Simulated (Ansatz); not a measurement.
# CoO (I4/mmm) in Ansatz: notebook, part 2 of 2

Ansatz 0.2.0. The steps go on from the part before.

### Step 3. Relaxation of cell and atoms, PBE+U, collinear spin, ferromagnetic start

input.yaml

```yaml
crystal:
  lattice:
    - [-1.508, 1.508, 2.1072475377]
    - [1.508, -1.508, 2.1072475377]
    - [1.508, 1.508, -2.1072475377]
  atoms:
    - { symbol: Co, position: [0.0, 0.0, 0.0], spin: 2.0 }
    - { symbol: O, position: [0.5, 0.5, 0.0] }
hamiltonian:
  xc: pbe
  pseudopotentials: { kind: paw }
  hubbard: { sites: [{ species: Co, l: d, u_eff: 2.0 }] }
magnetization:
  spin_polarized: true
kpoints:
  mp_grid: { grid: [12, 12, 12] }
scf:
  occupations: { method: fermi_dirac, width: 0.05 }
output:
  forces: true
  stress: true
  eigenvalues: true
relax:
  f_tol: 0.01
  max_steps: 40
  cell: { stress_tol: 0.05 }
```

Potentials or basis: Ansatz PAW.

Launch:

```
$ ansatz run input.yaml --threads 2 --pin off --max-ram 5632MiB --backend cpu --events-out ev --progress --plain --runs-dir out
```

Log:

```text
Warning: RAYON_NUM_THREADS=2 ignored (pool sized by the plan → 2); use --threads N
Co: projections on atomic orbitals take those of the free atom [Ne] 3s2 3p6 3d7 4s2, of charge +0.00 (hamiltonian.pseudopotentials.projection_atoms); the dataset's partial waves leave at most 1.4e-6 of an orbital's norm unspanned inside its sphere
O: projections on atomic orbitals take those of the free atom [He] 2s2 2p4, of charge +0.00 (hamiltonian.pseudopotentials.projection_atoms); the dataset's partial waves leave at most 1.9e-8 of an orbital's norm unspanned inside its sphere
Engine: ansatz 0.2.0, aarch64-unknown-linux-gnu
Pseudopotentials: kind: paw
Pseudopotential: Co, paw, valence charge 17, recommended cutoff 420 eV (normal), Co.paw.azcp
Pseudopotential: O, paw, valence charge 6, recommended cutoff 420 eV (normal), O.paw.azcp
Functional definition: PBE
  parameter kappa = 0.804
  parameter beta = 0.06672455060314922
  exchange = pbe_x(kappa = kappa, mu = beta*pi^2/3)
  correlation = pbe_c(beta = beta)
[... 516 lines left out ...]
  P = ⅓ Tr σ = -0.0008 GPa (-0.008 kbar)
--- Band table (eV; the first three rows and the last of 952) ---
  k-point 0 ↑: bands = ["-83.8567", "-47.6102", "-46.8711", "-46.8684", "-6.5182", "8.2018", "8.7947", "8.7953", "9.4009", "9.4032", "10.4236", "10.4254", "10.4507", "13.9393", "29.7020", "30.8630", "30.8761"]
  k-point 1 ↑: bands = ["-83.8564", "-47.6115", "-46.8725", "-46.8693", "-6.4269", "8.1610", "8.1862", "8.8145", "9.2547", "9.3105", "10.5220", "10.5681", "10.5849", "14.6670", "28.2766", "30.0629", "30.0789"]
  k-point 2 ↑: bands = ["-83.8557", "-47.6149", "-46.8764", "-46.8718", "-6.1843", "7.1773", "8.0885", "8.8624", "9.0361", "9.1240", "10.6230", "10.6962", "10.8256", "16.2228", "26.8287", "28.1747", "29.0314"]
  k-point 475 ↓: bands = ["-80.6111", "-44.1459", "-43.8792", "-43.8692", "-4.7922", "7.1459", "9.5931", "9.7180", "10.3660", "11.9826", "14.2025", "14.5878", "14.9081", "19.6496", "23.3103", "25.3450", "28.9922"]
--- Relaxed structure (14 steps of the walk, 14 accepted, 5 SCFs on fresh bases) ---
  F+E_penalty+E_count = -5691.62897465 eV   max|allowed force component| = 0.000e0 eV/Å   (the final SCF, on the basis selected at the relaxed cell)
  cell:  # Å, volume = 20.0359 Å³
    - [-1.5311134590654814, 1.5021358626437675, 2.145746567813463]
    - [1.5311134590654814, -1.5320993377790462, 2.1671891936538605]
    - [1.5311134590654814, 1.5320993377790462, -2.1671891936538605]
  atoms:
    - { symbol: Co, position: [2.1207495327629692e-34, -1.0392516450153996e-33, -1.2678209354690171e-33] }
    - { symbol: O, position: [0.5, 0.5, 1.3010426069826053e-17] }
```

occupation_matrices:

```text
# The occupation matrices of the corrected shells as a run of Ansatz 0.0.0 ended. An entry of
# hamiltonian.hubbard.sites starts from them by `starting_ns: <path of this file>`, where that key's refused
# combinations let it.
# Free energy -5691.628975 eV.
# projection_atom_Co: [Ne] 3s2 3p6 3d7 4s2
# projection_atom_O: [He] 2s2 2p4
format: ansatz-occupation-matrices/1
state: converged
[... 19 lines left out ...]
      - [0.0, 9.790851683733927e-5, 0.0, 0.0, 0.9961260265919506]
  site0_d_down:
    matrix:
      - [0.1798332868689078, 0.0, -0.09923239752639794, 0.1399283373538581, 0.0]
      - [0.0, 0.9468284593618679, 0.0, 0.0, -0.17202405216784158]
      - [-0.09923239752639794, 0.0, 0.36051235311211455, -0.41596247283590787, 0.0]
      - [0.1399283373538581, 0.0, -0.41596247283590787, 0.6519663009164077, 0.0]
      - [0.0, -0.17202405216784158, 0.0, 0.0, 0.18027725224025756]
```

Run time: 5.1 min. Hardware: 2 threads of Arm Neoverse V2, shared host; peak memory 1.9 GiB.

Results:

```yaml
Free_energy: -5691.6290 eV
Relaxed_volume: 10.02 Å³/atom
Relaxed_cell: a = 3.034 Å, b = 3.064 Å, c = 3.064 Å, α = 120.04°, β = 120.32°, γ = 89.97°
Space_group_after_relaxing_to_0.05_Å: R-3m (No. 166)
Energy_gained_by_relaxing: 99.6 meV/atom
Ionic_steps: 20
Pressure_after_relaxing: 0.0 GPa
Band_gap_on_the_k_mesh: 0.66 eV, indirect (least direct gap 1.48 eV)
Net_moment: 3.00 μB per cell
Absolute_moment: 3.01 μB per cell
Site_moments: Co +2.59; O +0.26 μB
```

Step by step:
```
step  energy change (eV)  largest force (eV/Å)  volume (Å³)
   1              0.0000                0.0000        19.17
   2             -0.0210                0.0000        19.52
   3             -0.0441                0.0000        19.92
   4             -0.0467                0.0000        19.97
   5             -0.0469                0.0000        19.98
   6             -0.0551                0.0000        19.98
   7             -0.0554                0.0000        20.08
   8             -0.0553                0.0000        20.09
   9             -0.0559                0.0000        20.09
  10             -0.0559                0.0000        20.10
  11             -0.0559                0.0000        20.10
  12             -0.1734                0.0000        20.10
  13             -0.1816                0.0000        20.09
  14             -0.1977                0.0000        19.88
  15             -0.1978                0.0000        20.05
  16             -0.1980                0.0000        20.03
  17             -0.1991                0.0000        20.03
  18             -0.1992                0.0000        20.04
  19             -0.1992                0.0000        20.04
  20             -0.1992                0.0000        20.04
```

Final structure:
```cif
data_structure
_symmetry_space_group_name_H-M 'P 1'
_symmetry_Int_Tables_number 1
_cell_length_a 3.0340
_cell_length_b 3.0640
_cell_length_c 3.0640
_cell_angle_alpha 120.039
_cell_angle_beta 120.321
_cell_angle_gamma 89.972
_cell_volume 20.04
loop_
_atom_site_label
_atom_site_type_symbol
_atom_site_fract_x
_atom_site_fract_y
_atom_site_fract_z
_atom_site_occupancy
Co1 Co 0.00000 0.00000 0.00000 1
O1 O 0.50000 0.50000 0.00000 1
```

Eigenvalues of the final occupation matrices:
| site | spin | trace | eigenvalues |
| --- | --- | --- | --- |
| site 1 | 1 | 4.99 | 1.00 1.00 1.00 1.00 1.00 |
| site 1 | 2 | 2.32 | 0.07 0.14 0.14 0.98 0.98 |

Caveat: the magnetic or orbital state may not be the lowest; the plane-wave basis is chosen anew once the cell has moved, so the energies of steps on either side of that aren't comparable; the pressure holds a Pulay correction of +0.7 GPa for the finite cutoff; a cell with one magnetic atom can't hold antiferromagnetic order, which such compounds often take. A k mesh can miss the band edges.

### Step 4. Relaxation of cell and atoms, PBE+U, collinear spin, ferromagnetic start

Changes to input.yaml since step 3:

```diff
@@ -11,3 +11,3 @@
   pseudopotentials: { kind: paw }
-  hubbard: { sites: [{ species: Co, l: d, u_eff: 2.0 }] }
+  hubbard: { sites: [{ species: Co, l: d, u_eff: 3.0 }] }
 magnetization:
@@ -22,2 +22,6 @@
   eigenvalues: true
+  write_density: true
+  write_potential: true
+  elf: true
+  volumetric_format: npy
 relax:
```

Potentials or basis: Ansatz PAW.

Launch:

```
$ ansatz run input.yaml --threads 2 --pin off --max-ram 5632MiB --backend cpu --events-out ev --progress --plain --runs-dir out
```

Log:

```text
Warning: RAYON_NUM_THREADS=2 ignored (pool sized by the plan → 2); use --threads N
Co: projections on atomic orbitals take those of the free atom [Ne] 3s2 3p6 3d7 4s2, of charge +0.00 (hamiltonian.pseudopotentials.projection_atoms); the dataset's partial waves leave at most 1.4e-6 of an orbital's norm unspanned inside its sphere
O: projections on atomic orbitals take those of the free atom [He] 2s2 2p4, of charge +0.00 (hamiltonian.pseudopotentials.projection_atoms); the dataset's partial waves leave at most 1.9e-8 of an orbital's norm unspanned inside its sphere
[... 9 set-up lines as earlier in the session ...]
Crystal: 2 atoms, lattice volume = 19.168 Å³
Basis set: ecut = 420 eV, 339 PW (Γ), exchange–correlation on 48×48×48 points (8 copies of the dense FFT grid, shifted against one another)
Bands: 17, of which v1, the nominal top of the filled ones, is band 12 counted from 1 (11 counted from 0)
[... 2 set-up lines as earlier in the session ...]
Magnetic group: BNS 139.531 (UNI 1191), of the structure as read, at distance tolerance 2.7e-5 Å
[... 465 lines left out ...]
SCF iter   3: F=-5691.464934 eV  HF=-5691.464934 eV  |F-HF|=1.08e-8  |Δ(HF+E_count)|=   2.91e-7  Δρ=5.29e-6 (↑4.29e-6 ↓5.29e-6)  dr2=1.11e-8  dr2_m=1.85e-10  M=3.000 μB ∫|m|=3.008 μB  ethr=4.35e-10  ⟨swp⟩=1.0  Hψ=65968  notcnv=0
SCF converged after 4 iterations
Magnetization: 3.0000 μB (13.0000 up, 10.0000 down)
Absolute magnetization: 3.0060 μB (∫|ρ↑−ρ↓|, with the PAW one-centre terms)
Spin contamination: 0.0033 ħ² per cell (⟨S²⟩ above its minimum at these occupations)
Per-site moments (μB) at R_I (Å): [(2.609197179509652, 0.8914694562575991), (0.23000871459264943, 0.8914694562575991)]
Free energy (F): -5691.464934 eV
Harris-Foulkes:  -5691.464934 eV  (|F-HF|=3.64e-12)
Internal energy: -5691.464934 eV  (E = F + TS)
E sigma→0 (E₀):  -5691.464934 eV
Entropy (-TS):   -0.000000 eV (-0.000 meV/atom)
Fermi energy:    13.256490 eV
[... 25 lines left out ...]
  P = ⅓ Tr σ = -0.0002 GPa (-0.002 kbar)
--- Band table (eV; the first three rows and the last of 952) ---
  k-point 0 ↑: bands = ["-84.0911", "-47.8400", "-47.1040", "-47.1019", "-6.5236", "7.4847", "8.0743", "8.0748", "8.7072", "8.7088", "10.3932", "10.3942", "10.4246", "13.7669", "29.5190", "30.6467", "30.6558"]
  k-point 1 ↑: bands = ["-84.0908", "-47.8412", "-47.1053", "-47.1028", "-6.4330", "7.4612", "7.6191", "8.0942", "8.6392", "8.6459", "10.3702", "10.4496", "10.4731", "14.5057", "28.0832", "29.8388", "29.8518"]
  k-point 2 ↑: bands = ["-84.0902", "-47.8445", "-47.1091", "-47.1052", "-6.1939", "6.7637", "7.4161", "8.1475", "8.5111", "8.5287", "10.3328", "10.4801", "10.5931", "16.0615", "26.6325", "27.9235", "28.8096"]
  k-point 475 ↓: bands = ["-80.8160", "-44.3467", "-44.0810", "-44.0712", "-4.8305", "7.0849", "9.5202", "9.6466", "9.7620", "11.2705", "14.4187", "14.7970", "15.0967", "19.4522", "23.1440", "25.1506", "28.7677"]
--- Relaxed structure (14 steps of the walk, 14 accepted, 5 SCFs on fresh bases) ---
  F+E_penalty+E_count = -5691.46493403 eV   max|allowed force component| = 0.000e0 eV/Å   (the final SCF, on the basis selected at the relaxed cell)
  cell:  # Å, volume = 20.1924 Å³
    - [-1.5352741690741525, 1.5359349601070018, 2.1726507024273274]
    - [1.5352741690741525, -1.5059961706804341, 2.1512257423087164]
    - [1.5352741690741525, 1.5059961706804341, -2.1512257423087164]
  atoms:
    - { symbol: Co, position: [-1.9855651860167189e-35, -8.384611873107863e-34, -8.161111177300412e-34] }
    - { symbol: O, position: [0.5, 0.5, -2.6020852139652106e-17] }
```

rho_z.tsv:

```text
# z_ang	rho[e/angstrom^3]	rho_spin[e/angstrom^3]
# format = ansatz-planar-average/11
# lattice	-1.535274169	1.535934960	2.172650702
# lattice	1.535274169	-1.505996171	2.151225742
# lattice	1.535274169	1.505996171	-2.151225742
# sites	2
# site	27	-0.000000000	0.000000000	-0.000000000
# site	8	-0.000000000	0.014969395	2.161938222
0.000000	3.106187e0	4.880332e-1
0.126744	2.943520e0	4.481938e-1
0.253488	2.516828e0	3.520815e-1
0.380231	1.968588e0	2.468206e-1
0.506975	1.438284e0	1.643928e-1
0.633719	1.006428e0	1.100678e-1
[... 16 lines left out ...]
2.788364	2.516828e0	3.520815e-1
2.915108	2.943520e0	4.481938e-1
```

v_z.tsv:

```text
# z_ang	v_es[eV]	v_tot_up[eV]	v_tot_dn[eV]
# format = ansatz-planar-average/11
# xc	pbe
# density_cutoff_ev	1680
# datasets	Co=:simpson_from_first_knot:soft	O=:simpson_from_first_knot:soft
# lattice	-1.535274169	1.535934960	2.172650702
# lattice	1.535274169	-1.505996171	2.151225742
# lattice	1.535274169	1.505996171	-2.151225742
# sites	2
# site	27	-0.000000000	0.000000000	-0.000000000
# site	8	-0.000000000	0.014969395	2.161938222
0.000000	-4.733943e0	-2.064638e1	-1.989778e1
0.126744	-4.347620e0	-2.013840e1	-1.944407e1
0.253488	-3.226928e0	-1.864378e1	-1.802391e1
0.380231	-1.485873e0	-1.630394e1	-1.573400e1
0.506975	7.186276e-1	-1.334459e1	-1.286621e1
0.633719	3.248967e0	-9.934328e0	-9.509750e0
[... 16 lines left out ...]
2.788364	-3.226928e0	-1.864378e1	-1.802391e1
2.915108	-4.347620e0	-2.013840e1	-1.944407e1
```

It took 5.8 min on 2 threads of Arm Neoverse V2, shared host; peak memory 1.9 GiB.

Results:

- Free energy: -5691.4649 eV
- Relaxed volume: 10.10 Å³/atom
- Relaxed cell: a = 3.072 Å, b = 3.042 Å, c = 3.042 Å, α = 119.37°, β = 120.32°, γ = 89.98°
- Space group after relaxing (to 0.05 Å): R-3m (No. 166)
- Energy gained by relaxing: 110.1 meV/atom
- Ionic steps: 20
- Pressure after relaxing: 0.0 GPa
- Band gap on the k mesh: 1.13 eV, indirect (least direct gap 2.04 eV)
- Net moment: 3.00 μB per cell
- Absolute moment: 3.01 μB per cell
- Site moments: Co +2.61; O +0.23 μB

The path:
```csv
step,energy change (eV),largest force (eV/Å),volume (Å³)
1,0.0000,0.0000,19.17
2,-0.0363,0.0000,19.69
3,-0.0616,0.0000,20.17
4,-0.0652,0.0000,20.21
5,-0.0656,0.0000,20.19
6,-0.0755,0.0000,20.19
7,-0.0758,0.0000,20.28
8,-0.0757,0.0000,20.31
9,-0.0763,0.0000,20.31
10,-0.0763,0.0000,20.31
11,-0.0763,0.0000,20.31
12,-0.1963,0.0000,20.31
13,-0.2044,0.0000,20.27
14,-0.2195,0.0000,20.13
15,-0.2191,0.0000,20.24
16,-0.2194,0.0000,20.18
17,-0.2202,0.0000,20.18
18,-0.2202,0.0000,20.19
19,-0.2202,0.0000,20.19
20,-0.2202,0.0000,20.19
```

Final structure:
```
Co O
1.0
    -1.53527    1.53593    2.17265
     1.53527   -1.50600    2.15123
     1.53527    1.50600   -2.15123
Co O
1 1
Direct
  0.00000 0.00000 0.00000
  0.50000 0.50000 0.00000
```

Levels at points of the mesh, in eV from the valence-band top:
Spin up:
| k point | band 10 | band 11 | band 12 | band 13 | band 14 | band 15 | band 16 | band 17 |
| --- | --- | --- | --- | --- | --- | --- | --- | --- |
| (0.00, 0.00, 0.00) | -3.93 | -2.24 | -2.24 | -2.21 | 1.13 | 16.88 | 18.01 | 18.02 |
| (0.00, 0.00, -0.50) | -3.59 | -3.48 | -3.42 | -2.97 | 5.80 | 10.02 | 11.72 | 15.54 |
| (0.00, -0.50, 0.00) | -3.36 | -2.41 | -0.12 | 0.00 | 5.33 | 9.36 | 13.40 | 13.41 |
| (0.00, -0.50, -0.50) | -3.22 | -3.22 | -0.04 | -0.04 | 5.10 | 9.56 | 13.22 | 13.23 |
| (-0.50, 0.00, 0.00) | -3.36 | -2.41 | -0.12 | 0.00 | 5.33 | 9.36 | 13.41 | 13.42 |
| (-0.50, -0.50, -0.50) | -3.59 | -3.47 | -3.42 | -2.97 | 5.81 | 10.02 | 11.72 | 15.55 |
Spin down:
```tsv
k point	band 8	band 9	band 10	band 11	band 12	band 13
(0.00, 0.00, 0.00)	-1.88	-1.87	-1.75	1.26	1.69	1.69
(0.00, 0.00, -0.50)	-2.99	-2.88	-1.36	1.79	2.16	2.46
(0.00, -0.50, 0.00)	-3.41	-0.98	-0.86	2.12	3.78	3.87
(0.00, -0.50, -0.50)	-3.56	-1.57	-1.57	2.29	3.93	3.94
(-0.50, 0.00, 0.00)	-3.41	-0.98	-0.86	2.12	3.78	3.87
(-0.50, -0.50, -0.50)	-2.99	-2.87	-1.37	1.78	2.16	2.46
```

Eigenvalues of the final occupation matrices:
```
  site  spin  trace               eigenvalues
site 1     1   4.99  1.00 1.00 1.00 1.00 1.00
site 1     2   2.29  0.05 0.13 0.13 0.99 0.99
```

Caveat: the magnetic or orbital state may not be the lowest; the plane-wave basis is chosen anew once the cell has moved, so the energies of steps on either side of that aren't comparable; the pressure holds a Pulay correction of +0.7 GPa for the finite cutoff; a cell with one magnetic atom can't hold antiferromagnetic order, which such compounds often take. A k mesh can miss the band edges.

### Step 5. Relaxation of cell and atoms, PBE+U, collinear spin, ferromagnetic start

Changes to input.yaml since step 4:

```diff
@@ -11,3 +11,3 @@
   pseudopotentials: { kind: paw }
-  hubbard: { sites: [{ species: Co, l: d, u_eff: 3.0 }] }
+  hubbard: { sites: [{ species: Co, l: d, u_eff: 4.0 }] }
 magnetization:
@@ -22,6 +22,2 @@
   eigenvalues: true
-  write_density: true
-  write_potential: true
-  elf: true
-  volumetric_format: npy
 relax:
```

Launch:

```
$ ansatz run input.yaml --threads 2 --pin off --max-ram 5632MiB --backend cpu --events-out ev --progress --plain --runs-dir out
```

Wall time 5.7 min (2 threads of Arm Neoverse V2, shared host); peak memory 1.9 GiB.

The run converged. Its results:

```
Free energy                            : -5691.3194 eV
Relaxed volume                         : 10.17 Å³/atom
Relaxed cell                           : a = 3.079 Å, b = 3.049 Å, c = 3.049 Å, α = 119.38°, β = 120.32°, γ = 89.98°
Space group after relaxing (to 0.05 Å) : R-3m (No. 166)
Energy gained by relaxing              : 114.5 meV/atom
Ionic steps                            : 20
Pressure after relaxing                : 0.0 GPa
Band gap on the k mesh                 : 1.23 eV, indirect (least direct gap 2.57 eV)
Net moment                             : 3.00 μB per cell
Absolute moment                        : 3.01 μB per cell
Site moments                           : Co +2.63; O +0.20 μB
```

Step by step:
```
step  energy change (eV)  largest force (eV/Å)  volume (Å³)
   1              0.0000                0.0000        19.17
   2             -0.0457                0.0000        19.79
   3             -0.0693                0.0000        20.27
   4             -0.0738                0.0000        20.33
   5             -0.0743                0.0000        20.30
   6             -0.0852                0.0000        20.30
   7             -0.0855                0.0000        20.40
   8             -0.0854                0.0000        20.42
   9             -0.0860                0.0000        20.42
  10             -0.0860                0.0000        20.43
  11             -0.0860                0.0000        20.43
  12             -0.2053                0.0000        20.43
  13             -0.2135                0.0000        20.40
  14             -0.2281                0.0000        20.25
  15             -0.2278                0.0000        20.37
  16             -0.2281                0.0000        20.33
  17             -0.2288                0.0000        20.33
  18             -0.2289                0.0000        20.34
  19             -0.2289                0.0000        20.34
  20             -0.2289                0.0000        20.34
```

Final structure:
```
CELL_PARAMETERS angstrom
-1.53885 1.53934 2.17749
1.53885 -1.51000 2.15649
1.53885 1.51000 -2.15649
ATOMIC_POSITIONS crystal
Co 0.00000 0.00000 0.00000
O 0.50000 0.50000 0.00000
```

Levels at points of the mesh, in eV from the valence-band top:
Spin up:
```
              k point  band 11  band 12  band 13  band 14  band 15  band 16
   (0.00, 0.00, 0.00)    -2.01    -2.01    -1.98     1.23    16.98    18.07
  (0.00, 0.00, -0.50)    -3.42    -3.25    -3.19     5.86    10.14    11.79
  (0.00, -0.50, 0.00)    -2.69    -0.11     0.00     5.43     9.46    13.47
 (0.00, -0.50, -0.50)    -3.55    -0.05    -0.04     5.21     9.65    13.28
  (-0.50, 0.00, 0.00)    -2.69    -0.11     0.00     5.44     9.45    13.47
(-0.50, -0.50, -0.50)    -3.42    -3.24    -3.19     5.86    10.14    11.79
```
Spin down:
| k point | band 8 | band 9 | band 10 | band 11 | band 12 | band 13 |
| --- | --- | --- | --- | --- | --- | --- |
| (0.00, 0.00, 0.00) | -1.69 | -1.69 | -1.57 | 1.81 | 1.90 | 2.19 |
| (0.00, 0.00, -0.50) | -2.93 | -2.80 | -1.81 | 2.30 | 2.66 | 2.94 |
| (0.00, -0.50, 0.00) | -3.13 | -1.30 | -1.02 | 2.68 | 4.18 | 4.26 |
| (0.00, -0.50, -0.50) | -3.30 | -1.99 | -1.98 | 2.81 | 4.33 | 4.33 |
| (-0.50, 0.00, 0.00) | -3.13 | -1.30 | -1.02 | 2.68 | 4.18 | 4.26 |
| (-0.50, -0.50, -0.50) | -2.92 | -2.80 | -1.81 | 2.29 | 2.66 | 2.94 |

Eigenvalues of the final occupation matrices:
| site | spin | trace | eigenvalues |
| --- | --- | --- | --- |
| site 1 | 1 | 4.99 | 1.00 1.00 1.00 1.00 1.00 |
| site 1 | 2 | 2.26 | 0.04 0.12 0.12 0.99 0.99 |

Caveat: the magnetic or orbital state may not be the lowest; the plane-wave basis is chosen anew once the cell has moved, so the energies of steps on either side of that aren't comparable; the pressure holds a Pulay correction of +0.7 GPa for the finite cutoff; a cell with one magnetic atom can't hold antiferromagnetic order, which such compounds often take. PBE usually gives volumes a little too large and moduli too small.

### Step 6. Overview

| U | gap on the mesh (eV) | pressure (GPa) | moment (μB) | relaxed volume (Å³/atom) |
| --- | --- | --- | --- | --- |
| Co d U = 1 eV | none | 0.0 | 2.99 | 9.92 |
| Co d U = 2 eV | 0.66 | 0.0 | 3.00 | 10.02 |
| Co d U = 3 eV | 1.13 | 0.0 | 3.00 | 10.10 |
| Co d U = 4 eV | 1.23 | 0.0 | 3.00 | 10.17 |

Alike in all rows: task relaxation of cell and atoms; level PBE+U; potentials or basis Ansatz PAW; spin collinear, ferromagnetic start; cell relaxed; k mesh 12 × 12 × 12; cutoff (eV) 420; smearing fermi-dirac 0.05 eV.

Caveats: the magnetic or orbital state may not be the lowest; the plane-wave basis is chosen anew once the cell has moved, so the energies of steps on either side of that aren't comparable; a cell with one magnetic atom can't hold antiferromagnetic order, which such compounds often take.

Absolute energies hang on the potentials; compare differences alone.
